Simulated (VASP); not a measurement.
Ge:

```
CELL_PARAMETERS angstrom
1.48805 -2.59469 0.00000
1.48805 2.59469 0.00000
0.00000 0.00000 4.72760
ATOMIC_POSITIONS crystal
Ge 0.33345 0.66655 0.25000
Ge 0.66655 0.33345 0.75000
```

This isn't the form of Ge at room conditions, which is diamond.

| Item | Value |
| --- | --- |
| Program | VASP 6.6.1 |
| Task | single point |
| Functional | PBE |
| Potentials or basis | VASP PAW PBE potentials, release 64 (Ge_d) |
| Cutoff | 520 eV |
| k mesh | 10 × 10 × 6 |
| Occupations | fermi-dirac, width 0.05 eV |
| Spin | no spin polarisation |

On this cell: pressure 4.3 GPa; largest force under 0.003 eV/Å; band gap on the k mesh none (metal or under the smearing width).

The same run follows on a disturbed copy (atoms moved at random, drawn with an rms of 0.05 Å):

```
CELL_PARAMETERS angstrom
1.48805 -2.59469 0.00000
1.48805 2.59469 0.00000
0.00000 0.00000 4.72760
ATOMIC_POSITIONS crystal
Ge 0.32710 0.67936 0.25322
Ge 0.67910 0.33589 0.74526
```

Task: What does the disturbed cell give?

Result: The energy (extrapolated to zero smearing) moves by +0.1 meV/atom; pressure 4.3 GPa; largest force 0.034 eV/Å; band gap on the k mesh none (metal or under the smearing width).

Forces in eV/Å, atoms in the order of the input:
```
Ge   0.000 -0.013 -0.031
Ge   0.000  0.013  0.031
```

Stress tensor (GPa, compression positive):
```
 3.59  0.02 -0.03
 0.02  3.34  0.05
-0.03  0.05  6.12
```
